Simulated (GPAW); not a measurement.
# zinc-blende (ZnSe)₁₋ₓ(BeSe)ₓ at x = 0: the Se K absorption edge

What does the Se K edge look like in zinc-blende (ZnSe)₁₋ₓ(BeSe)ₓ at x = 0?

Main program and level: GPAW 26.7.0; X-ray absorption from dipole matrix elements to empty bands, plane-wave PAW PBE.

## 1. The structure

It takes space group F-43m (No. 216, cubic). Conventional cell: a = 5.668 Å, b = 5.668 Å, c = 5.668 Å, α = 90.00°, β = 90.00°, γ = 90.00°. Nearest to Zn lie 4 Se at 2.45 Å. Nearest to Se lie 4 Zn at 2.45 Å. 16-atom zinc-blende cell, 0 of 8 Zn sites taken by Be at random, lattice constants typed for the ends and interpolated (Vegard). Farther neighbours and most contacts between anions are not listed.

Coordinates:

```xyz
16
Lattice="0.0000 5.6680 5.6680 5.6680 0.0000 5.6680 5.6680 5.6680 0.0000" Properties=species:S:1:pos:R:3 pbc="T T T"
Zn    0.0000    0.0000    0.0000
Se    1.4170    1.4170    1.4170
Zn    2.8340    2.8340    0.0000
Se    4.2510    4.2510    1.4170
Zn    2.8340    0.0000    2.8340
Se    4.2510    1.4170    4.2510
Zn    5.6680    2.8340    2.8340
Se    7.0850    4.2510    4.2510
Zn    0.0000    2.8340    2.8340
Se    1.4170    4.2510    4.2510
Zn    2.8340    5.6680    2.8340
Se    4.2510    7.0850    4.2510
Zn    8.5020    8.5020    5.6680
Se    4.2510    4.2510    7.0850
Zn    5.6680    5.6680    5.6680
Se    7.0850    7.0850    7.0850
```

## 2. The field without a hole

The ground state comes first: it tells whether the system has a gap, which decides how the excited electron is treated.

The input, scf.py:

```python
import numpy as np
from ase import Atoms
from ase.parallel import parprint, paropen
from gpaw import GPAW, PW, FermiDirac, Mixer, MixerDif, setup_paths
from gpaw.test import gen
setup_paths.insert(0, '.')
gen('Se', name='nch1s', xcname='PBE', corehole=(1, 0, 0), write_xml=True)
from gpaw.mpi import world
world.barrier()

atoms = Atoms('ZnSeZnSeZnSeZnSeZnSeZnSeZnSeZnSe',
    cell=[[0, 5.668, 5.668],
     [5.668, 0, 5.668],
     [5.668, 5.668, 0]],
    scaled_positions=[[0, 0, 0],
     [0.125, 0.125, 0.125],
     [0, 0, 0.5],
     [0.125, 0.125, 0.625],
     [0, 0.5, 0],
     [0.125, 0.625, 0.125],
     [0, 0.5, 0.5],
     [0.125, 0.625, 0.625],
     [0.5, 0, 0],
     [0.625, 0.125, 0.125],
     [0.5, 0, 0.5],
     [0.625, 0.125, 0.625],
     [0.5, 0.5, 1],
     [0.625, 0.625, 0.125],
     [0.5, 0.5, 0.5],
     [0.625, 0.625, 0.625]],
    pbc=True)
atoms.calc = calc = GPAW(legacy_gpaw=True, mode=PW(400, force_complex_dtype=True), xc='PBE', setups={1: 'nch1s'},
    kpts={'size': (4, 4, 4), 'gamma': True}, occupations=FermiDirac(0.05),
    charge=0, mixer=Mixer(0.1, 5, 50), maxiter=150,
    convergence={'density': 0.0001, 'eigenstates': 1e-6}, txt='scf.txt')
energy = atoms.get_potential_energy() + calc.get_reference_energy()
ef = calc.get_fermi_level()
out = dict(energy=energy, fermi=ef, forces=atoms.get_forces().tolist())
parprint(f'all-electron energy {energy:.4f} eV, Fermi level {ef:.4f} eV')
ev = np.array([[calc.get_eigenvalues(k, s) for k in range(len(calc.get_ibz_k_points()))] for s in range(calc.get_number_of_spins())])
out['homo'], out['lumo'], out['counts'] = ev[ev < ef].max(), ev[ev > ef].min(), sorted(set((ev < ef).sum((0, 2)).tolist()))
out['filled'] = (ev[:, 0] < ef).sum(1).tolist()
import json
with paropen('out.json', 'w') as f:
    json.dump(out, f)
```

The run is started by

```sh
> OMP_NUM_THREADS=1 mpirun -n 4 gpaw python scf.py
```

Numbers of over 12 decimals in the logs are rounded to 6 here.

Output:

```text
Input parameters:
  convergence: {density: 0.0001,
                eigenstates: 1e-06}
  kpts: {gamma: True,
         size: (4, 4, 4)}
  maxiter: 150
  mixer: {backend: pulay,
          beta: 0.1,
          method: separate,
          nmaxold: 5,
          weight: 50}
  mode: {ecut: 400.0,
         force_complex_dtype: True,
         name: pw}
  occupations: {fixmagmom: False,
                name: fermi-dirac,
                width: 0.05}
  setups: {1: nch1s}
  xc: PBE

Initialize ...

[... PAW data sets ...]

Reference energy: -919718.871114  # eV

Spin-paired calculation

[... convergence settings ...]
Symmetries present (total): 6
  [... symmetry matrices ...]

64 k-points: 4 x 4 x 4 Monkhorst-Pack grid + [1/8,1/8,1/8]
13 k-points in the irreducible part of the Brillouin zone
       k-points in crystal coordinates                weights
   0:     0.00000000    0.00000000    0.00000000          1/64
   1:     0.25000000    0.00000000   -0.25000000          6/64
   2:     0.25000000    0.00000000    0.00000000          6/64
   3:     0.25000000    0.25000000   -0.25000000          6/64
   4:     0.25000000    0.25000000    0.00000000          6/64
   5:     0.25000000    0.25000000    0.25000000          2/64
   6:     0.50000000    0.00000000    0.00000000          3/64
   7:     0.50000000    0.25000000   -0.25000000          6/64
   8:     0.50000000    0.25000000    0.00000000         12/64
   9:     0.50000000    0.25000000    0.25000000          6/64
          ...
  12:     0.50000000    0.50000000    0.50000000          1/64

Wave functions: Plane wave expansion
  Cutoff energy: 400.000 eV
  Number of coefficients (min, max): 6586, 6652
  Pulay-stress correction: 0.000000 eV/Ang^3 (de/decut=0.000000)
  Using FFTW library
  Wavefunction extrapolation:
    Improved wavefunction reuse through dual PAW basis

Occupation numbers: Fermi-Dirac:
  width: 0.0500  # eV

Eigensolver
   Davidson(niter=2)

Densities:
  Coarse grid: 40*40*40 grid
  Fine grid: 80*80*80 grid
  Total Charge: 0.000000

Density mixing:
  Method: separate
  Backend: pulay
  Linear mixing parameter: 0.1
  old densities: 5
  Width of damping distribution: 1.1
  Damping of long wavelength oscillations: 50

[... Hamiltonian set-up ...]
Number of atoms: 16
Number of atomic orbitals: 104
Number of bands in calculation: 91
Number of valence electrons: 144
Bands to converge: occupied

... initialized

Initializing position-dependent things.

Density initialized from atomic densities
Creating initial wave functions:
  91 bands from LCAO basis set

                             Se
                                  Zn
                    Se   Zn
                      Se

             Se             Se
                  Zn
                   Se
         Zn            Zn
                    Se
            SeZn
                Zn

       Zn

Atomic positions and initial magnetic moments

Positions:
   0 Zn     0.000000    0.000000    0.000000    ( 0.0000,  0.0000,  0.0000)
   1 Se     1.417000    1.417000    1.417000    ( 0.0000,  0.0000,  0.0000)
   2 Zn     2.834000    2.834000    0.000000    ( 0.0000,  0.0000,  0.0000)
   3 Se     4.251000    4.251000    1.417000    ( 0.0000,  0.0000,  0.0000)
   4 Zn     2.834000    0.000000    2.834000    ( 0.0000,  0.0000,  0.0000)
   5 Se     4.251000    1.417000    4.251000    ( 0.0000,  0.0000,  0.0000)
   6 Zn     5.668000    2.834000    2.834000    ( 0.0000,  0.0000,  0.0000)
[...]
13 Se     4.251000    4.251000    7.085000    ( 0.0000,  0.0000,  0.0000)
  14 Zn     5.668000    5.668000    5.668000    ( 0.0000,  0.0000,  0.0000)
  15 Se     7.085000    7.085000    7.085000    ( 0.0000,  0.0000,  0.0000)

Unit cell:
           periodic     x           y           z      points  spacing
  1. axis:    yes    0.000000    5.668000    5.668000    40     0.1636
  2. axis:    yes    5.668000    0.000000    5.668000    40     0.1636
  3. axis:    yes    5.668000    5.668000    0.000000    40     0.1636

  Lengths:   8.015762   8.015762   8.015762
  Angles:   60.000000  60.000000  60.000000

Effective grid spacing dv^(1/3) = 0.1785

iter:   1   -49.045206
iter:   2   -49.317287   -0.30  -1.23
iter:   3   -48.353098   -1.17  -1.29
iter:   4   -48.483041   -1.66  -1.59
iter:   5   -48.707956   -1.52  -1.71
iter:   6   -48.496432   -2.61  -2.08
iter:   7   -48.414521   -2.56  -2.49
iter:   8   -48.410252   -3.35  -2.90
iter:   9   -48.407729c  -3.27  -3.08
iter:  10   -48.407404c  -4.32  -3.39
iter:  11   -48.407367c  -5.47  -3.80
iter:  12   -48.407464c  -4.48  -3.85
iter:  13   -48.407430c  -5.76  -3.86
iter:  14   -48.407239c  -5.05  -3.89
iter:  15   -48.407247c  -5.91  -4.58c
iter:  16   -48.407243c  -7.09c -4.61c

Converged after 16 iterations.

Dipole moment: (-28.844590, -28.844590, -28.844590) |e|*Ang

Energy contributions relative to reference atoms: (reference = -919718.871114)

Kinetic:       +108.987668
Potential:      -92.429658
External:        +0.000000
XC:             -64.263556
Entropy (-ST):   -0.000000
Local:           -0.701697
SIC:             +0.000000
--------------------------
Free energy:    -48.407243
Extrapolated:   -48.407243

Showing only first 2 kpts
 Kpt  Band  Eigenvalues  Occupancy
  0    70      3.87049    2.00000
  0    71      3.87049    2.00000
  0    72      5.16731    0.00001
  0    73      6.42005    0.00000

  1    70      2.98461    2.00000
  1    71      3.66763    2.00000
  1    72      6.95250    0.00000
  1    73      7.30361    0.00000

Fermi level: 4.55345

Gap: 1.297 eV
Transition (v -> c):
  (s=0, k=0, n=71, [0.00, 0.00, 0.00]) -> (s=0, k=0, n=72, [0.00, 0.00, 0.00])
No difference between direct/indirect transitions

Forces in eV/Ang:
  0 Zn    0.00001    0.00001    0.00001
  1 Se   -0.00007   -0.00007   -0.00007
  2 Zn    0.00001    0.00001    0.00001
  3 Se   -0.00003   -0.00003   -0.00003
  4 Zn    0.00001    0.00001    0.00001
  5 Se   -0.00003   -0.00003   -0.00003
  6 Zn    0.00000    0.00001    0.00001
[...]
13 Se    0.00000    0.00000   -0.00006
 14 Zn   -0.00000   -0.00000   -0.00000
 15 Se   -0.00002   -0.00002   -0.00002
Scalar-relativistic atomic PBE calculation for Se (Selenium, Z=34)
Core hole in 1s state (1s occupation: 2.0)
600 radial gridpoints.
|------------------------------------------------|
|------------------------------------------------|
[... the atom generator's iteration count ...]

Energy contributions:
-------------------------
Kinetic:    +2477.789467
XC:           -87.790224
Potential:  -4819.259293
-------------------------
Total:      -2429.260050

state      eigenvalue         ekin         rmax
-----------------------------------------------
1s^2.0 :  -459.242753   587.200225        0.029
2s^2.0 :   -59.035804   114.329805        0.165
2p^6.0 :   -51.951958   111.151680        0.132
3s^2.0 :    -7.842399    26.895981        0.502
3p^6.0 :    -5.622421    24.303443        0.500
3d^10.0:    -1.952373    19.200755        0.453
4s^2.0 :    -0.634914     3.625453        1.511
4p^4.0 :    -0.239319     2.237064        1.809
-----------------------------------------------
(units: Bohr and Hartree)

Generating PAW setup
Kinetic energy of the core from tauc = 2492.234148
Cutoffs:
rc(s)=1.600
rc(p)=1.900
rc(d)=1.600
rc(vbar)=1.440
rc(comp)=1.600
rc(nct)=1.900

Kinetic energy of the core states: 2461.590304
Charge: 0.0
Core electrons: 28.0
Valence electrons: 6.0
Pseudo-core charge: 1.078259
Shape function alpha=3.906
Pseudo-electron charge 7.368440
state    eigenvalue         norm
--------------------------------
4s(2) :    -0.634914     1.091049
*s    :     0.365086
4p(4) :    -0.239319     1.027021
*p    :     0.760681
*d    :     0.000000
--------------------------------

Diagonalizing with gridspacing h=0.050

state   all-electron     PAW
-------------------------------
4s:      -0.634914    -0.635422
4p:      -0.239319    -0.239692
*d:                    0.039336
*f:                    0.072876
-------------------------------
all-electron energy -919767.2784 eV, Fermi level 4.5535 eV
```

Wall time 96 s (4 MPI ranks of Arm Neoverse V1, shared host); peak memory 0.37 GiB.

The mesh shows a gap of 1.30 eV. The excited electron is kept all the same, so that all members of the series, with or without a gap, are treated alike.

## 3. Cell without a hole, the energy reference

The photon energy needs a difference of total energies, so the cell and mesh of the coming hole run are first run without a hole.

Edit scf.py of step 2 so:

```diff
@@ -26,3 +26,3 @@
      [0.625, 0.125, 0.625],
-     [0.5, 0.5, 1],
+     [0.5, 0.5, 0],
      [0.625, 0.625, 0.125],
@@ -32,3 +32,3 @@
 atoms.calc = calc = GPAW(legacy_gpaw=True, mode=PW(400, force_complex_dtype=True), xc='PBE', setups={1: 'nch1s'},
-    kpts={'size': (4, 4, 4), 'gamma': True}, occupations=FermiDirac(0.05),
+    kpts={'size': (3, 3, 3), 'gamma': True}, occupations=FermiDirac(0.02),
     charge=0, mixer=Mixer(0.1, 5, 50), maxiter=150,
```

Output:

```text
Input parameters:
  convergence: {density: 0.0001,
                eigenstates: 1e-06}
  kpts: {gamma: True,
         size: (3, 3, 3)}
  maxiter: 150
  mixer: {backend: pulay,
          beta: 0.1,
          method: separate,
          nmaxold: 5,
          weight: 50}
  mode: {ecut: 400.0,
         force_complex_dtype: True,
         name: pw}
  occupations: {fixmagmom: False,
                name: fermi-dirac,
[...]
4s(2) :    -0.634914     1.091049
*s    :     0.365086
4p(4) :    -0.239319     1.027021
*p    :     0.760681
*d    :     0.000000
--------------------------------

Diagonalizing with gridspacing h=0.050

state   all-electron     PAW
-------------------------------
4s:      -0.634914    -0.635422
4p:      -0.239319    -0.239692
*d:                    0.039336
*f:                    0.072876
-------------------------------
all-electron energy -919767.2341 eV, Fermi level 4.3474 eV
[key lines of the parts left out:]
Converged after 13 iterations.
Dipole moment: (-28.827454, -28.827454, -28.827454) |e|*Ang
Free energy:    -48.362971
Fermi level: 4.34740
```

Elapsed: 36 s, on 4 MPI ranks; peak memory 0.28 GiB; 2.4 min of CPU time.

Reference energy: -919767.234 eV with the cores included.

[end of part 1 of 2]

[Banner, clock and machine lines of the logs are left out without a mark of their own.]

[Logs are printed without paths, hosts, clocks, repeated set-up lines and the standing remarks that a program may print on its own settings, such as how far it seeks lower states.]

[Hosts, paths, dates, database ids (printed as entryN), source tags and the programs' standing remarks are cut or masked in the printed files.]

[Lists of maxima count a maximum above −3 eV only where it reaches 4 % of the highest in the window and stands out from its surroundings by 2 % of it (1.5 % where it reaches 55 %); shoulders and weaker maxima are passed over, and of the rest the first, up to two pre-edge ones and the few strongest are named.]
